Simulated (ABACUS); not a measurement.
The system is Nb.

```xyz
1
Lattice="-1.6640 1.6640 1.6640 1.6640 -1.6640 1.6640 1.6640 1.6640 -1.6640" Properties=species:S:1:pos:R:3 pbc="T T T"
Nb    0.0000    0.0000    0.0000
```

```yaml
Program: ABACUS 3.10.1
Task: single point
Functional: PBEsol
Potentials_or_basis: PseudoDojo NC SR 0.4.1 PBEsol standard
Cutoff: 1116 eV
Density_cutoff: 4463 eV
Basis: plane waves
k_mesh: 11 × 11 × 11
Occupations: fermi-dirac, width 0.05 eV
Spin: no spin polarisation
```

On this cell: pressure -7.7 GPa; band gap on the k mesh none (metal or under the smearing width).

The same run follows on a disturbed copy (cell strained at random at fixed volume):

```
Nb
1.0
    -1.65481    1.66189    1.66310
     1.61189   -1.66978    1.62806
     1.70285    1.71781   -1.67098
Nb
1
Direct
  0.99711 0.99235 0.00528
```

What changes?

The energy (extrapolated to zero smearing) moves by +3.3 meV/atom; pressure -7.8 GPa; band gap on the k mesh none (metal or under the smearing width).

Stress tensor (GPa, compression positive):
```
-7.41 -0.64  0.38
-0.64 -9.26  0.20
 0.38  0.20 -6.76
```
